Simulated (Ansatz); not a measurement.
This cell of Li3N (Li3N type, space group P6/mmm) is off equilibrium:

```
Li3N
1.0
    3.63435     0.00000     0.00000
   -1.81718     3.14744     0.00000
    0.00000     0.00000     3.86452
Li N
3 1
Direct
  0.00000   0.00000   0.50000
  0.30474   0.60948   0.00000
  0.69526   0.39052   0.00000
  0.00000   0.00000   0.00000
```

The numbers are results of PBE (plane waves to 420 eV, PAW, scalar-relativistic; Ansatz, an electronic-structure program), not measurements. k mesh 10×10×9 (Γ-centred), Fermi-Dirac smearing 0.05 eV. Stress and pressure are positive under compression. Li3N was relaxed with its symmetry unable to fall.

### Question
Predict the force on every atom, in eV/Å.

### Answer
```csv
atom,Fx,Fy,Fz
Li1,0.000,0.000,0.000
Li2,0.000,1.496,0.000
Li3,0.000,-1.496,0.000
N4,0.000,0.000,0.000
```

### Question
What is the stress tensor (GPa)?

### Answer
```
   6.72     0.00     0.00
   0.00    -1.85     0.00
   0.00     0.00     0.13
```
The pressure, a third of the trace, is 1.67 GPa.

(A displaced cell: forces are minus the slopes of the energy, force constants its curvatures, and phonons follow from these.)
